# Stretching nickel monosilicide: how much pull for six percent?

## The question

A crystal resists being stretched as well as being squeezed. For NiSi, a metal used for electrical contacts on silicon chips, the table follows both directions with density functional energies. One stretched state has its results hidden. The task is to work out from the other rows how strongly the crystal pulls back there, and how much energy the stretch has cost.

NiSi (Pnma, 8 atoms in the cell) at scaled volumes of its relaxed cell, with shape and atoms relaxed at each volume. Ansatz 0.2.0, PBE, plane-wave PAW, scalar-relativistic, no spin polarisation, cutoff 420 eV, k mesh 8×10×6, Gaussian smearing 0.1 eV. Energies count from the minimum of a third-order Birch-Murnaghan fit; positive pressure means compression.

| volume per atom (Å³/atom) | energy over minimum (meV/atom) | pressure (GPa) |
| --- | --- | --- |
| 10.755 | 114.1 | 27.06 |
| 11.121 | 60.8 | 19.27 |
| 11.488 | 25.4 | 11.81 |
| 11.855 | 5.9 | 5.42 |
| 12.221 | -0.1 | 0.00 |
| 12.588 | 5.4 | -4.57 |
| 12.954 | ? | ? |
| 13.443 | 52.8 | -12.60 |

The hidden row lies at 12.954 Å³ per atom, about 6 % above the volume at which the pressure vanishes. If all lengths grew equally, that would be only about 2 % in length. The calculation let the cell shape and the atoms adjust at each volume, so the real share of each bond is not known.

## Reading a negative pressure

Positive pressure means that the crystal pushes outward and must be held in. Negative pressure means that it pulls inward and must be held apart, equally from all sides. Pressure is therefore the slope of the energy curve with its sign reversed, $P=-\mathrm{d}E/\mathrm{d}V$, where $E$ is the energy and $V$ the volume, both per atom.

The rows at 11.855 and 12.588 are a fair pair for comparison, since each lies 3 % from the volume of zero pressure. Squeezing by that amount takes 5.42 GPa, while stretching takes only 4.57 GPa. The energies agree: the squeeze costs 5.9 meV per atom and the stretch 5.4 meV. A simple spring would give the same size of force both ways, and this crystal does not.

## Why stretching gets easier

The usual explanation starts from two opposing tendencies. Bonding between nickel and silicon, together with the shared metallic electrons, draws the atoms together. When the electron clouds of neighbours are forced to overlap, the exclusion principle pushes them apart, and this repulsion rises very steeply as the distance shrinks.

At zero pressure the two balance, but the stiffness comes from the steep one; the attraction, whose pull weakens with distance, even takes some of it away. When the atoms move apart, the repulsion fades quickly and takes much of the stiffness with it. When they move together, it grows quickly and the crystal hardens. The table shows the hardening and softening themselves; this account of their origin is theory, because the energy was not split into attraction and repulsion.

## A rule of thumb in the pressure column

Start at 11.121 and walk outward to 12.588 in nearly equal steps of volume. The pressure drops by 7.46, 6.39, 5.42 and 4.57 GPa. Each drop is 14 to 16 % smaller than the one before it. The step from 10.755 to 11.121 breaks this pattern and is taken up further below.

The regularity has a simple source. The slope of pressure against volume has the size $B/V$, where $B$ is the bulk modulus, the resistance to a uniform change of volume. If the volume grows by 1 %, $B$ falls by about $B'$ percent, where $B'$ is the gain in bulk modulus per unit of added pressure. The factor $1/V$ takes off another 1 %, so the slope weakens by about $B'+1$ percent in all.

For many dense solids $B'$ is roughly 4 to 5. A step of 3 % should then weaken the slope by some 15 %, as seen here. A reader who knows $B$ and $B'$ for another crystal can sketch its curve near equilibrium in the same way.

## A formula for the whole curve

To turn this into a forecast, measure the deformation by the strain

$$f=\tfrac12\left[(V_0/V)^{2/3}-1\right],$$

where $V_0$ = 12.221 Å³ is the volume of the row with zero pressure. Compression makes $f$ positive and stretching makes it negative. Near the minimum the energy can be written as a constant plus a term in $f^2$ and a smaller one in $f^3$. The constant is left free because the table counts energies from the minimum of a separate fitted curve; the entry of −0.1 meV is a small misfit of that curve, not a state below the minimum. The term in $f^2$ is the spring, and the one in $f^3$ helps to set how the spring changes as it is stretched.

Taking the slope of this energy gives the third-order Birch-Murnaghan equation,

$$P=3B_0f(1+2f)^{5/2}\left[1+\tfrac32(B'-4)f\right],$$

with $B_0$ the bulk modulus at zero pressure and $B'$ taken there too. A least-squares fit to the known pressures gives $B_0$ = 164.7 GPa and $B'$ = 4.6. A separate fit to the energies gives 165.4 GPa and again 4.6, so the two columns tell the same story.

Both fits leave out the row at 10.755. A series cut after its cubic term is meant for modest strain, and that row is the most strongly deformed. Its pressure also looked low before the fit was made, so the choice was not blind. Putting it back into the pressure fit moves the forecast only from −8.40 to −8.45 GPa.

## The forecast, worked through

For the hidden row, $V_0/V$ = 12.221/12.954 = 0.9434, which gives $f$ = −0.01904. The three factors of the formula then follow in turn:

- The spring alone gives 3 × 164.7 GPa × (−0.01904) = −9.41 GPa.
- The factor $(1+2f)^{5/2}$ is 0.907 and brings this to −8.54 GPa.
- The bracket is 0.983 and brings it to −8.40 GPa.

A cruder argument needs no formula. In the known rows the pressure curve flattens steadily as the volume grows. The hidden pressure should therefore lie below the straight line between its two neighbours, which passes through −8.0 GPa. It should also lie above −9.1 GPa, the value reached if the last step before it simply went on at the same rate.

The energy follows from the work of stretching. Between 12.588 and the hidden row the average pull is about 6.5 GPa, and the volume grows by 0.37 Å³ per atom. Their product is about 15 meV, which adds to the 5.4 meV already stored at 12.588. The fit to the energies, which follows the curve more closely, gives 20.3 meV.

**Forecast:** a pressure of about −8.4 GPa, within ±0.15 GPa, and an energy of about 20.3 meV per atom, within ±0.3 meV.

These ranges are judgements, not statistical limits. They allow for scatter and for the choice of rows. They would not cover a sudden irregularity at the hidden volume.

## The computed values

The withheld rows as computed:

| volume per atom (Å³/atom) | energy over minimum (meV/atom) | pressure (GPa) |
| --- | --- | --- |
| 12.954 | 20.4 | -8.42 |

The calculation gives −8.42 GPa and 20.4 meV per atom. The formula's pull is too weak by 0.02 GPa, and its energy is too low by 0.1 meV. Both results lie well inside the stated ranges. The energy miss is about as small as the last printed digit and needs no explanation.

The bend of the curve was essential to this. The straight line between the neighbours misses the pressure by 0.4 GPa, and the unchanged step misses it by 0.7 GPa. The new row also continues the rule of thumb: the pull grows by 8.42 − 4.57 = 3.85 GPa over the last step, 16 % less than over the step before.

The ranges turned out generous for a reason. When each row of the fit is left out in turn and predicted from the others, the root-mean-square miss is 0.13 GPa in pressure and 0.3 meV in energy. That test includes the outermost rows, where the curve must reach beyond its data. The hidden row had a known neighbour on either side, which is a much easier position.

## Where the smooth curve fails

At 10.755, a compression of 12 %, the same formula asks for 28.3 GPa. The table has 27.06 GPa, which is 1.2 GPa less. The six rows used in the fit are met to within about 0.06 GPa, so this shortfall stands far outside their scatter.

The energy gives a second view of the same row. It lies 0.9 meV per atom below the curve fitted to the other energies. If the missing pressure had built up evenly over the last step of compression, the crystal would have been spared about 1.4 meV of work. The sign agrees and so does the rough size, which makes an error in the pressure alone less likely.

The relaxed cells show what lies behind it. From 12.221 down to 11.121 Å³ per atom all three axes shorten, though $b$ does so ever more slowly. In the last step $b$ grows again, from 3.316 to 3.371 Å, while $a$ and $c$ shrink faster than before. The crystal gives way by changing its shape, and a smooth curve drawn through the other rows does not foresee that.

The course of the relaxation points the same way. At the smallest volume the pressure began close to what the formula asks for and fell by about 1.6 GPa, while the energy fell by 1.2 meV per atom. At 11.121 the pressure fell by only about 0.5 GPa and the energy by 0.5 meV. Why the new shape becomes favourable is not shown. The symmetry stays Pnma, and a single row cannot tell whether the change sets in gradually or with a jump, so there is no ground yet for calling it a phase transition.

This one row matters more for some results than for others. With it in the pressure fit, $B_0$ stays near 164 GPa, but $B'$ falls from 4.6 to about 4.2. A bulk modulus read from this table is therefore fairly safe, while its change with pressure depends on how far into compression the fit is taken.

## Using the numbers

Near zero pressure, a bulk modulus of 165 GPa means that 1 GPa applied from all sides changes the volume by about 0.6 %. At 6 % expansion this simple proportion would ask for 0.06 × 165 GPa = 9.9 GPa of pull. The calculation needs 8.4 GPa, about 15 % less. For small strains the constant modulus is good enough; for strains of several percent the softening has to be included.

A thin film stretched in its plane by the wafer beneath it is a different case. It is free to shrink in thickness, so its stress depends on the separate elastic constants of the crystal, which a scan of volume does not give.

Two limits matter most on the stretched side. The calculation kept the symmetry of the starting structure, so it cannot show whether real NiSi would tear or change structure before reaching such tension. It also left out magnetism. That is expected to be a sound choice for NiSi at ordinary volume, but expansion narrows the electron bands and generally favours magnetic moments, and no row tests whether they appear. The forecast and its check share both limits, so their agreement confirms a smooth curve within this calculation, not the strength of a real crystal.
